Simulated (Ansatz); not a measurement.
Rh:

```
Rh
1.0
     0.00000    1.89785    1.89785
     1.89785    0.00000    1.89785
     1.89785    1.89785    0.00000
Rh
1
Direct
  0.00000 0.00000 0.00000
```

Base run:

| Item | Value |
| --- | --- |
| Program | Ansatz 0.2.0 |
| Functional | LDA |
| Potentials or basis | all-electron LAPW, scalar-relativistic |
| Cutoff | 278 eV (chosen from the basis error) |
| Basis error allowed | 0.001 eV/atom |
| k mesh | 12 × 12 × 12 |
| Occupations | fermi-dirac, width 0.05 eV |
| Spin | no spin polarisation |

Its results: pressure -9.9 GPa.

Q: After a change of settings the same cell gave: pressure -17.9 GPa. Which change was it?
A. functional from LDA to revPBE
B. functional from LDA to PBE; occupations from fermi-dirac, width 0.05 eV to gaussian, width 0.017 eV
C. functional from LDA to RPBE
D. occupations from fermi-dirac, width 0.05 eV to methfessel-paxton, width 0.1 eV; dispersion from none to D3(BJ)

A: D.

Caveats: so large a pressure means that the cell lies far from this level's equilibrium, or that cutoff or potentials fall short (some runs); pairwise dispersion overbinds metals, which lowers pressure and volume (some runs); the dispersion damping was fitted for another functional or another form of the correction (some runs).
